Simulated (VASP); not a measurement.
# TlCl (Pm-3m) in VASP: settings compared

The runs below take TlCl through equation of state, with PBE, PBEsol.

Program: VASP 6.6.1. These are calculated values, not measurements. Logs are shortened: lines on timing, memory, paths and dates and some standing lists are left out, and cuts for length are marked.

## Step 1: Starting point

It takes space group Pm-3m (No. 221, cubic). The conventional cell has a = 3.834 Å, b = 3.834 Å, c = 3.834 Å, α = 90.00°, β = 90.00°, γ = 90.00°. Tl (site symmetry m-3m) is surrounded by 8 Cl at 3.32 Å. Cl (site symmetry m-3m) has 8 Tl at 3.32 Å as nearest neighbours.

## Step 2: Equation of state, PBE, 26.49 Å³/atom (volume scaled by 0.94)

The input, INCAR:

```
SYSTEM = TlCl
PREC = Accurate
ENCUT = 520
EDIFF = 1E-7
ISMEAR = -1
SIGMA = 0.05
LREAL = .FALSE.
LASPH = .TRUE.
NELM = 60
ALGO = Normal
ISIF = 2
LWAVE = .FALSE.
LCHARG = .FALSE.
GGA = PE
NBANDS = 17
```

The input, KPOINTS:

```
regular mesh
0
G
  7 7 7
  0 0 0
```

The input, POSCAR:

```
TlCl
1.0
    3.7557331408      0.0000000000      0.0000000000
    0.0000000000      3.7557331408      0.0000000000
    0.0000000000      0.0000000000      3.7557331408
Tl Cl
1 1
Direct
    0.0000000000      0.0000000000      0.0000000000
    0.5000000000      0.5000000000      0.5000000000
```

Potentials or basis: VASP PAW PBE potentials, release 64 (Tl_d, Cl).

On the command line:

```console
cat potpaw_PBE.64/Tl_d/POTCAR potpaw_PBE.64/Cl/POTCAR > POTCAR
mpirun -np 1 vasp_std > vasp.out
```

OUTCAR:

```text
SYSTEM = TlCl
   PREC = Accurate
   ENCUT = 520
   EDIFF = 1E-7
   ISMEAR = -1
   LREAL = .FALSE.
   LASPH = .TRUE.
   NELM = 60
   ISIF = 2
   GGA = PE

 ion  position               nearest neighbor table
   1  0.000  0.000  0.000-   2 3.25   2 3.25   2 3.25   2 3.25   2 3.25   2 3.25   2 3.25   2 3.25

   2  0.500  0.500  0.500-   1 3.25   1 3.25   1 3.25   1 3.25   1 3.25   1 3.25   1 3.25   1 3.25

  LATTYP: Found a simple cubic cell.
 ALAT       =     3.7557331408

  Lattice vectors:

 A1 = (   3.7557331408,   0.0000000000,   0.0000000000)
 A2 = (   0.0000000000,   3.7557331408,   0.0000000000)
 A3 = (   0.0000000000,   0.0000000000,   3.7557331408)

Analysis of symmetry for initial positions (statically):
=====================================================================
 Subroutine PRICEL returns:
 Original cell was already a primitive cell.

 Routine SETGRP: Setting up the symmetry group for a
 simple cubic supercell.

 Subroutine GETGRP returns: Found 48 space group operations
 (whereof 48 operations were pure point group operations)
 out of a pool of 48 trial point group operations.

The static configuration has the point symmetry O_h .

Analysis of symmetry for dynamics (positions and initial velocities):
=====================================================================
 Subroutine PRICEL returns:
 Original cell was already a primitive cell.

 Routine SETGRP: Setting up the symmetry group for a
 simple cubic supercell.

 Subroutine GETGRP returns: Found 48 space group operations
 (whereof 48 operations were pure point group operations)
 out of a pool of 48 trial point group operations.

The dynamic configuration has the point symmetry O_h .

 Subroutine INISYM returns: Found 48 space group operations
 (whereof 48 operations are pure point group operations),
 and found     1 'primitive' translations

----------------------------------------------------------------------------------------

                                     Primitive cell

  volume of cell :      52.9766

  direct lattice vectors                    reciprocal lattice vectors
     3.755733141  0.000000000  0.000000000     0.266259599  0.000000000  0.000000000
     0.000000000  3.755733141  0.000000000     0.000000000  0.266259599  0.000000000
     0.000000000  0.000000000  3.755733141     0.000000000  0.000000000  0.266259599

  length of vectors
     3.755733141  3.755733141  3.755733141     0.266259599  0.266259599  0.266259599

  position of ions in fractional coordinates (direct lattice)
     0.000000000  0.000000000  0.000000000
     0.500000000  0.500000000  0.500000000

  ion indices of the primitive-cell ions
   primitive index   ion index
                 1           1
                 2           2

----------------------------------------------------------------------------------------

 KPOINTS: regular mesh

Automatic generation of k-mesh.
 Grid dimensions read from file:
 generate k-points for:    7    7    7

 Generating k-lattice:

  Cartesian coordinates                     Fractional coordinates (reciprocal lattice)
     0.038037086  0.000000000  0.000000000     0.142857143  0.000000000  0.000000000
     0.000000000  0.038037086  0.000000000     0.000000000  0.142857143  0.000000000
     0.000000000  0.000000000  0.038037086     0.000000000  0.000000000  0.142857143

  Length of vectors
     0.038037086  0.038037086  0.038037086

  Shift w.r.t. Gamma in fractional coordinates (k-lattice)
     0.000000000  0.000000000  0.000000000

 Subroutine IBZKPT returns following result:
 ===========================================

 Found     20 irreducible k-points:

 Following reciprocal coordinates:
            Coordinates               Weight
  0.000000  0.000000  0.000000      1.000000
  0.142857  0.000000  0.000000      6.000000
  0.285714  0.000000  0.000000      6.000000
  0.428571  0.000000  0.000000      6.000000
  0.142857  0.142857  0.000000     12.000000
  0.285714  0.142857  0.000000     24.000000
[... 12 lines left out ...]
  0.428571  0.428571  0.285714     24.000000
  0.428571  0.428571  0.428571      8.000000
   k-points           NKPTS =     20   k-points in BZ     NKDIM =     20   number of bands    NBANDS=     17
   number of dos      NEDOS =    301   number of ions     NIONS =      2
   total plane-waves  NPLWV =  21952
   dimension x,y,z NGX =    28 NGY =   28 NGZ =   28
   dimension x,y,z NGXF=    56 NGYF=   56 NGZF=   56
   ions per type =               1   1
   NGX,Y,Z   is equivalent  to a cutoff of  12.39, 12.39, 12.39 a.u.
   NGXF,Y,Z  is equivalent  to a cutoff of  24.79, 24.79, 24.79 a.u.
 SYSTEM =  TlCl
   PREC   = accura    normal or accurate (medium, high low for compatibility)
   ISTART =      0    job   : 0-new  1-cont  2-samecut
   ICHARG =      2    charge: 1-file 2-atom 10-const
   ISPIN  =      1    spin polarized calculation?
   LNONCOLLINEAR =      F non collinear calculations
   LSORBIT =      F    spin-orbit coupling
   LASPH  =      T    aspherical Exc in radial PAW
   ENCUT  =  520.0 eV  38.22 Ry    6.18 a.u.   6.98  6.98  6.98*2*pi/ulx,y,z
   NELM   =     60;   NELMIN=  2; NELMDL= -5     # of ELM steps
   EDIFF  = 0.1E-06   stopping-criterion for ELM
   LREAL  =      F    real-space projection
   EDIFFG = 0.1E-05   stopping-criterion for IOM
   NSW    =      0    number of steps for IOM
   IBRION =     -1    ionic relax: 0-MD 1-quasi-New 2-CG
   NFREE  =      0    steps in history (QN), initial steepest desc. (CG)
   ISIF   =      2    stress and relaxation
   ISYM   =      2    0-nonsym 1-usesym 2-fastsym
   POTIM  = 0.5000    time-step for ionic-motion
   TEBEG  =    0.0;   TEEND  =   0.0 temperature during run
   PSTRESS=    0.0 pullay stress
   NELECT =      20.0000    total number of electrons
   NUPDOWN=      -1.0000    fix difference up-down
   EMIN   =  10.00;   EMAX   =-10.00  energy-range for DOS
   EFERMI =   0.00;   METHOD = LEGACY
   ISMEAR =    -1;   SIGMA  =   0.05  broadening in eV -4-tet -1-fermi 0-gaus
   EFERMI_NEDOS =   21; number of points for ismear=-14 and -15
   IALGO  =     38    algorithm
   IMIX   =      4    mixing-type and parameters
     AMIX     =   0.40;   BMIX     =  1.00
     AMIX_MAG =   1.60;   BMIX_MAG =  1.00
  volume/ion in A,a.u.               =      26.49       178.75
  Fermi-wavevector in a.u.,A,eV,Ry     =   1.183196  2.235917 19.047521  1.399953
  Thomas-Fermi vector in A             =   2.319435
   LORBIT       =      0    0 simple, 1 ext, 2 COOP (PROOUT), +10 PAW based schemes
   GGA     = PE    functional components
   LHFCALC =     F    Hartree Fock is set to
   AEXX    =    0.0000 exact exchange contribution
   IVDW    =     0    specifies the selected vdW correction
   LEPSILON=     F    determine dielectric tensor
   LRPA    =     F    only Hartree local field effects (RPA)
 non-spin polarized calculation
  energy-cutoff  :      520.00
  volume of cell :       52.98
 maximum number of plane-waves:      1439
 NGX is ok and might be reduce to    28
   NGX = 13   NGY = 13   NGZ = 13

 number of electron      20.0000009 magnetization

 Free energy of the ion-electron system (eV)
  ---------------------------------------------------
  ext. energy  EPLUGINS =         0.00000000
  ---------------------------------------------------
  free energy    TOTEN  =        -5.95719553 eV

  energy without entropy =       -5.95719553  energy(sigma->0) =       -5.95719553

 E-fermi :   4.3037     XC(G=0):  -9.4436

 val. band max:        3.2374302687   @ k =   0.4286   0.0000   0.0000
 cond. band min:       5.6950418987   @ k =   0.4286   0.0000   0.0000
 fundamental gap:      2.4576116300
 Fermi energy:         4.3036706178

 k-point     1 :       0.0000    0.0000    0.0000
  band No.  band energies     occupation
      1     -10.7474      2.00000
      2      -6.6434      2.00000
      3      -6.6434      2.00000
      4      -6.3513      2.00000
      5      -6.3513      2.00000
      6      -6.3513      2.00000
[... 9 lines left out ...]
     16      16.6267      0.00000
     17      17.6729      0.00000

 k-point     2 :       0.1429    0.0000    0.0000
  band No.  band energies     occupation
      1     -10.6932      2.00000
      2      -6.6399      2.00000
      3      -6.6044      2.00000
      4      -6.3708      2.00000
      5      -6.3708      2.00000
      6      -6.3496      2.00000
[... 9 lines left out ...]
     16      17.5337      0.00000
     17      17.5711      0.00000

 k-point     3 :       0.2857    0.0000    0.0000
  band No.  band energies     occupation
      1     -10.5656      2.00000
      2      -6.6320      2.00000
      3      -6.5209      2.00000
      4      -6.4139      2.00000
      5      -6.4139      2.00000
      6      -6.3457      2.00000
[... 9 lines left out ...]
     16      16.3676      0.00000
     17      17.5953      0.00000

 k-point     4 :       0.4286    0.0000    0.0000
  band No.  band energies     occupation
      1     -10.4566      2.00000
      2      -6.6256      2.00000
      3      -6.4598      2.00000
      4      -6.4479      2.00000
      5      -6.4479      2.00000
      6      -6.3425      2.00000
[... 9 lines left out ...]
     16      16.9267      0.00000
     17      17.5515      0.00000

 k-point     5 :       0.1429    0.1429    0.0000
  band No.  band energies     occupation
      1     -10.6440      2.00000
      2      -6.6194      2.00000
      3      -6.5810      2.00000
      4      -6.3854      2.00000
      5      -6.3718      2.00000
      6      -6.3649      2.00000
[... 9 lines left out ...]
     16      16.3215      0.00000
     17      16.6053      0.00000

 k-point     6 :       0.2857    0.1429    0.0000
  band No.  band energies     occupation
      1     -10.5290      2.00000
      2      -6.6055      2.00000
      3      -6.4996      2.00000
      4      -6.4155      2.00000
      5      -6.4102      2.00000
      6      -6.3623      2.00000
[... 9 lines left out ...]
     16      16.1414      0.00000
     17      16.3163      0.00000

 k-point     7 :       0.4286    0.1429    0.0000
  band No.  band energies     occupation
      1     -10.4317      2.00000
      2      -6.5980      2.00000
      3      -6.4425      2.00000
      4      -6.4401      2.00000
      5      -6.4324      2.00000
      6      -6.3581      2.00000
[... 9 lines left out ...]
     16      16.5513      0.00000
     17      16.9870      0.00000

 k-point     8 :       0.2857    0.2857    0.0000
  band No.  band energies     occupation
      1     -10.4447      2.00000
      2      -6.5714      2.00000
      3      -6.4279      2.00000
      4      -6.4151      2.00000
      5      -6.4057      2.00000
      6      -6.3953      2.00000
[... 9 lines left out ...]
     16      15.4829      0.00000
     17      15.9826      0.00000
[... 123 lines left out ...]
      1     -10.3408      2.00000
      2      -6.5098      2.00000
      3      -6.4777      2.00000
      4      -6.4223      2.00000
      5      -6.3888      2.00000
      6      -6.3545      2.00000
[... 9 lines left out ...]
     16      15.3381      0.00000
     17      17.7249      0.00000

 k-point    16 :       0.4286    0.4286    0.1429
  band No.  band energies     occupation
      1     -10.2891      2.00000
      2      -6.4857      2.00000
      3      -6.4621      2.00000
      4      -6.4506      2.00000
      5      -6.3986      2.00000
      6      -6.2884      2.00000
[... 9 lines left out ...]
     16      15.2167      0.00000
     17      17.7553      0.00000

 k-point    17 :       0.2857    0.2857    0.2857
  band No.  band energies     occupation
      1     -10.3288      2.00000
      2      -6.4819      2.00000
      3      -6.4819      2.00000
      4      -6.4163      2.00000
      5      -6.4163      2.00000
      6      -6.3831      2.00000
[... 9 lines left out ...]
     16      14.8876      0.00000
     17      19.2167      0.00000

 k-point    18 :       0.4286    0.2857    0.2857
  band No.  band energies     occupation
      1     -10.2615      2.00000
      2      -6.5247      2.00000
      3      -6.4782      2.00000
      4      -6.4135      2.00000
      5      -6.4097      2.00000
      6      -6.3352      2.00000
[... 9 lines left out ...]
     16      15.3951      0.00000
     17      19.3934      0.00000

 k-point    19 :       0.4286    0.4286    0.2857
  band No.  band energies     occupation
      1     -10.1955      2.00000
      2      -6.5323      2.00000
      3      -6.5173      2.00000
      4      -6.4615      2.00000
      5      -6.3730      2.00000
      6      -6.2856      2.00000
[... 9 lines left out ...]
     16      15.7708      0.00000
     17      19.9674      0.00000

 k-point    20 :       0.4286    0.4286    0.4286
  band No.  band energies     occupation
      1     -10.1161      2.00000
      2      -6.5686      2.00000
      3      -6.5686      2.00000
      4      -6.5352      2.00000
      5      -6.2835      2.00000
      6      -6.2835      2.00000
[... 9 lines left out ...]
     16      16.2004      0.00000
     17      20.7399      0.00000

------------------------ aborting loop because EDIFF is reached ----------------------------------------

  FORCE on cell =-STRESS in cart. coord.  units (eV):
  Direction    XX          YY          ZZ          XY          YZ          ZX
  --------------------------------------------------------------------------------------
  -------------------------------------------------------------------------------------
  Total        1.0719009      1.0719009      1.0719009     -0.0000000      0.0000000     -0.0000000
  in kB       32.4176142     32.4176142     32.4176142     -0.0000000      0.0000000     -0.0000000
  external PRESSURE =      32.4176142 kB  Pullay stress =       0.0000000 kB

 VOLUME and BASIS-vectors are now :
 -----------------------------------------------------------------------------
  energy-cutoff  :      520.00
  volume of cell :       52.98
      direct lattice vectors                 reciprocal lattice vectors
     3.755733141  0.000000000  0.000000000     0.266259599  0.000000000  0.000000000
     0.000000000  3.755733141  0.000000000     0.000000000  0.266259599  0.000000000
     0.000000000  0.000000000  3.755733141     0.000000000  0.000000000  0.266259599

 POSITION                                       TOTAL-FORCE (eV/Angst)
 -----------------------------------------------------------------------------------
      0.00000      0.00000      0.00000         0.000000      0.000000      0.000000
      1.87787      1.87787      1.87787         0.000000      0.000000      0.000000
 -----------------------------------------------------------------------------------
    total drift:                               -0.000000      0.000000      0.000000

  FREE ENERGIE OF THE ION-ELECTRON SYSTEM (eV)
  ---------------------------------------------------
  free  energy   TOTEN  =        -5.9571955330 eV

  energy  without entropy=       -5.9571955330  energy(sigma->0) =       -5.95719553
```

Run time: 8.3 s. Hardware: 1 thread of AMD EPYC 9R45 (Zen 5), shared host; peak memory 0.13 GiB.

Results:

* Free energy: -5.9572 eV
* Pressure: 3.2 GPa
* Band gap on the k mesh: 2.46 eV, direct

Caveat: spin-orbit coupling is left out, which as a rule narrows the gap of such compounds by several tenths of an eV; an odd mesh through Γ misses points on the zone boundary, where band edges often lie.

## Step 3: Equation of state, PBE, 27.05 Å³/atom (volume scaled by 0.96)

The input, INCAR:

```
PREC = Accurate ; ENCUT = 520
EDIFF = 1E-7 ; ISMEAR = -1
SIGMA = 0.05 ; LREAL = F
LASPH = T ; NELM = 100
ALGO = Normal ; ISIF = 2
LWAVE = F ; LCHARG = F
GGA = PE ; NBANDS = 17
```

The input, KPOINTS:

```
Automatic mesh
0
Gamma
  7 7 7
```

The input, POSCAR:

```
TlCl
1.0
    3.7821828372      0.0000000000      0.0000000000
    0.0000000000      3.7821828372      0.0000000000
    0.0000000000      0.0000000000      3.7821828372
Tl Cl
1 1
Direct
    0.0000000000      0.0000000000      0.0000000000
    0.5000000000      0.5000000000      0.5000000000
```

Potentials or basis: VASP PAW PBE potentials, release 64 (Tl_d, Cl).

On the command line:

```console
cat potpaw_PBE.64/Tl_d/POTCAR potpaw_PBE.64/Cl/POTCAR > POTCAR
mpirun -np 1 vasp_std > vasp.out
```

Wall time 8.3 s (1 thread of AMD EPYC 9R45 (Zen 5), shared host); peak memory 0.13 GiB.

Results (log left out):

```
Free energy            : -5.9778 eV
Pressure               : 2.5 GPa
Band gap on the k mesh : 2.49 eV, direct
```

Caveat: spin-orbit coupling is left out, which as a rule narrows the gap of such compounds by several tenths of an eV; an odd mesh through Γ misses points on the zone boundary, where band edges often lie.

## Step 4: Equation of state, PBE, 27.62 Å³/atom (volume scaled by 0.98)

The input, INCAR:

```
SYSTEM = TlCl
ALGO     = Normal         ! electronic algorithm
EDIFF    = 1E-7           ! SCF threshold, eV
ENCUT    = 520            ! plane-wave cutoff, eV
GGA      = PE             ! functional
ISIF     = 2              ! what is computed and relaxed
ISMEAR   = -1             ! smearing method
LASPH    = .True.         ! aspherical terms in the spheres
LCHARG   = .False.        ! write CHGCAR
LREAL    = .False.        ! projectors in reciprocal space
LWAVE    = .False.        ! write WAVECAR
NBANDS   = 17             ! bands
NELM     = 60             ! most SCF steps
PREC     = Accurate       ! precision mode
SIGMA    = 0.05           ! smearing width, eV
```

The input, KPOINTS:

```
k-points
0
Gamma
  7 7 7
  0 0 0
```

The input, POSCAR:

```
TlCl
1.0
    3.8082676810      0.0000000000      0.0000000000
    0.0000000000      3.8082676810      0.0000000000
    0.0000000000      0.0000000000      3.8082676810
Tl Cl
1 1
Direct
    0.0000000000      0.0000000000      0.0000000000
    0.5000000000      0.5000000000      0.5000000000
```

On the command line:

```console
cat potpaw_PBE.64/Tl_d/POTCAR potpaw_PBE.64/Cl/POTCAR > POTCAR
mpirun -np 1 vasp_std > vasp.out
```

Run time: 8.3 s. Hardware: 1 thread of AMD EPYC 9R45 (Zen 5), shared host; peak memory 0.13 GiB.

Results (log left out):

| Quantity | Value |
| --- | --- |
| Free energy | -5.9934 eV |
| Pressure | 1.8 GPa |
| Band gap on the k mesh | 2.52 eV, direct |

Caveat: spin-orbit coupling is left out, which as a rule narrows the gap of such compounds by several tenths of an eV; an odd mesh through Γ misses points on the zone boundary, where band edges often lie.

## Step 5: Equation of state, PBE, 28.74 Å³/atom (volume scaled by 1.02)

The input, INCAR:

```
SYSTEM = TlCl
ALGO = Normal
EDIFF = 1E-7
ENCUT = 520
GGA = PE
ISIF = 2
ISMEAR = -1
LASPH = .TRUE.
LCHARG = .FALSE.
LREAL = .FALSE.
LWAVE = .FALSE.
NBANDS = 17
NELM = 80
PREC = Accurate
SIGMA = 0.05
```

The input, KPOINTS:

```
k-points
0
G
  7 7 7
  0 0 0
```

The input, POSCAR:

```
TlCl
1.0
    3.8593914685      0.0000000000      0.0000000000
    0.0000000000      3.8593914685      0.0000000000
    0.0000000000      0.0000000000      3.8593914685
Tl Cl
1 1
Direct
    0.0000000000      0.0000000000      0.0000000000
    0.5000000000      0.5000000000      0.5000000000
```

On the command line:

```console
cat potpaw_PBE.64/Tl_d/POTCAR potpaw_PBE.64/Cl/POTCAR > POTCAR
mpirun -np 1 vasp_std > vasp.out
```

Run time: 10 s. Hardware: 1 thread of AMD EPYC 9R45 (Zen 5), shared host; peak memory 0.14 GiB.

It converged, with:

```yaml
Free_energy: -6.0116 eV
Pressure: 0.7 GPa
Band_gap_on_the_k_mesh: 2.57 eV, direct
```

Caveat: spin-orbit coupling is left out, which as a rule narrows the gap of such compounds by several tenths of an eV; an odd mesh through Γ misses points on the zone boundary, where band edges often lie.

(Part 1 of 2 ends here.)
